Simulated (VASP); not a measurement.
# Settings for PbO: relaxation of the atoms

PbO, P1 (no. 1), 4 atoms in the cell. LDA; PAW potentials Pb_d, O (LDA set). VASP 6.6.1.

Wanted: energy within 2 meV/atom; shortest distances from each atom, periodic images included within 0.005 Å.

What the run is for: geometry; Accuracy asked: standard.

POSCAR:
```
PbO
1.0
    3.9900000000      0.0000000000      0.0000000000
    0.0000000000      3.9900000000      0.0000000000
    0.0000000000      0.0000000000      5.0100000000
Pb O
2 2
Direct
    0.4912250000     -0.0020660000      0.7760700000
    0.0012370000      0.5323230000      0.2252500000
    0.5077640000      0.4966990000      0.0065740000
    0.0224650000     -0.0016190000      0.0025330000
```

The series start from Plane-wave cutoff (eV): 520; k-point mesh: 4 × 4 × 3; Ionic threshold (EDIFFG): -0.01; Electronic threshold (eV): 1e-6; Precision mode (PREC): Accurate; Relaxation algorithm: IBRION=2; Electronic steps between moves: NELMIN=4 ALGO=Normal. Each series keeps the choices made before it, and each single choice may use up half of a tolerance.

## Plane-wave cutoff (eV)

| Plane-wave cutoff (eV) | Energy less reference (meV/atom) | Shortest distances from each atom, periodic images included, largest deviation (Å) | SCF iterations | Time (s) |
|---|---|---|---|---|
| 360 | -14.1 | 0.0006 | 79 | 22 |
| 400 | -6.9 | 0.0002 | 80 | 23 |
| 460 | 0.1 | 0.0001 | 76 | 20 |
| 520 | 1.9 | 0.0003 | 76 | 34 |
| 640 (reference) | 0.0 | 0.0000 | 76 | 40 |

Chosen: 640; the next looser run is off by more than half of the tolerance, so convergence isn't shown beyond this value.

## k-point mesh

| k-point mesh | Energy less reference (meV/atom) | Shortest distances from each atom, periodic images included, largest deviation (Å) | SCF iterations | Time (s) |
|---|---|---|---|---|
| 2 × 2 × 2 | -4.2 | 0.0027 | 77 | 14 |
| 3 × 3 × 2 | -0.6 | 0.0013 | 76 | 25 |
| 4 × 4 × 3 | 1.1 | 0.0001 | 76 | 40 |
| 5 × 5 × 4 | 0.0 | 0.0000 | 76 | 64 |
| 6 × 6 × 5 (reference) | 0.0 | 0.0000 | 76 | 111 |

Chosen: 5 × 5 × 4, the loosest value from which every tighter one stays within half of the tolerance.

## Ionic threshold (EDIFFG)

| Ionic threshold (EDIFFG) | Energy less reference (meV/atom) | Shortest distances from each atom, periodic images included, largest deviation (Å) | SCF iterations | Time (s) |
|---|---|---|---|---|
| -0.1 | 0.4 | 0.0092 | 43 | 40 |
| -0.05 | 0.1 | 0.0052 | 53 | 50 |
| -0.02 | 0.0 | 0.0025 | 68 | 62 |
| -0.01 | 0.0 | 0.0001 | 76 | 64 |
| -0.005 | 0.0 | 0.0001 | 76 | 67 |
| -0.002 (reference) | 0.0 | 0.0000 | 92 | 80 |

Chosen: -0.02.

## Electronic threshold (eV)

| Electronic threshold (eV) | Energy less reference (meV/atom) | Shortest distances from each atom, periodic images included, largest deviation (Å) | SCF iterations | Time (s) |
|---|---|---|---|---|
| 0.0001 | 0.0 | 0.0021 | 53 | 55 |
| 1e-5 | 0.0 | 0.0003 | 55 | 58 |
| 1e-6 | 0.0 | 0.0001 | 68 | 62 |
| 1e-7 (reference) | 0.0 | 0.0000 | 73 | 72 |

Chosen: 0.0001.

## Precision mode (PREC)

| Precision mode (PREC) | Energy less reference (meV/atom) | Shortest distances from each atom, periodic images included, largest deviation (Å) | SCF iterations | Time (s) |
|---|---|---|---|---|
| Normal | 0.0 | 0.0002 | 53 | 35 |
| Accurate (reference) | 0.0 | 0.0000 | 53 | 55 |

Chosen: Normal.

## Relaxation algorithm

| Relaxation algorithm | Energy less reference (meV/atom) | Shortest distances from each atom, periodic images included, largest deviation (Å) | SCF iterations | Time (s) |
|---|---|---|---|---|
| IBRION=2 | 0.0 | 0.0000 | 53 | 35 |
| IBRION=2 POTIM=0.2 | 0.0 | 0.0016 | 67 | 38 |
| IBRION=2 POTIM=0.8 | 0.0 | 0.0018 | 61 | 36 |
| IBRION=1 | 0.0 | 0.0021 | 40 | 23 |
| IBRION=1 POTIM=0.2 | 0.0 | 0.0023 | 51 | 27 |
| IBRION=1 POTIM=0.3 NFREE=9 | 0.0 | 0.0026 | 51 | 35 |
| IBRION=3 POTIM=0.2 SMASS=0.4 | 0.0 | 0.0011 | 86 | 56 |
| IBRION=3 POTIM=0.3 | 0.0 | 0.0011 | 40 | 26 |

Chosen: IBRION=1, the fastest of those that stay within half of the tolerance.

## Electronic steps between moves

| Electronic steps between moves | Energy less reference (meV/atom) | Shortest distances from each atom, periodic images included, largest deviation (Å) | SCF iterations | Time (s) |
|---|---|---|---|---|
| NELMIN=4 ALGO=Normal | 0.0 | 0.0000 | 40 | 23 |
| ALGO=Normal | 0.0 | 0.0003 | 42 | 27 |
| NELMIN=4 MAXMIX=40 ALGO=Normal | 0.0 | 0.0008 | 35 | 24 |
| NELMIN=4 ALGO=Fast | 0.0 | 0.0013 | 80 | 44 |
| NELMIN=4 MAXMIX=40 ALGO=Fast | 0.0 | 0.0024 | 59 | 30 |

Chosen: NELMIN=4 ALGO=Normal; no other choice that stays within half of the tolerance saves 30 % of the time.

## All choices together

| Input | Energy less reference (meV/atom) | Shortest distances from each atom, periodic images included, largest deviation (Å) | Time (s) |
|---|---|---|---|
| the program's defaults (naive) | -6.2 | 0.0043 | 5.9 |
| chosen settings | 0.1 | 0.0036 | 23 |
| reference settings throughout | 0.0 | 0.0000 | 141 |

The chosen settings stay within the tolerance of the reference run, but the reference itself isn't shown to be converged in: Plane-wave cutoff (eV).

## The input

INCAR:
```
SYSTEM = PbO
ALGO = Normal
EDIFF = 1E-4
EDIFFG = -0.02
EFERMI = MIDGAP
ENCUT = 640
GGA = CA
GGA_COMPAT = .False.
IBRION = 1
ISIF = 2
ISMEAR = 0
KPAR = 8
LASPH = .True.
LCHARG = .False.
LREAL = .False.
LWAVE = .False.
NELM = 120
NELMIN = 4
NSW = 120
PREC = Normal
SIGMA = 0.03
```

KPOINTS:
```
Automatic mesh
0
Gamma
  5 5 4
  0 0 0
```

Commands:
```
cat potpaw_LDA.64/Pb_d/POTCAR potpaw_LDA.64/O/POTCAR > POTCAR
mpirun -np 8 vasp_std > vasp.out
```

The chosen input took VASP 6.6.1 23 s on 8 cores (Intel Xeon 6975P-C (Granite Rapids)), a shared host.

## An input that fails: too few ionic steps

It gives no converged result.

Changes against the starting input:
```
- NSW = 120
- NELM = 120
+ NSW = 2
+ NELM = 72
```
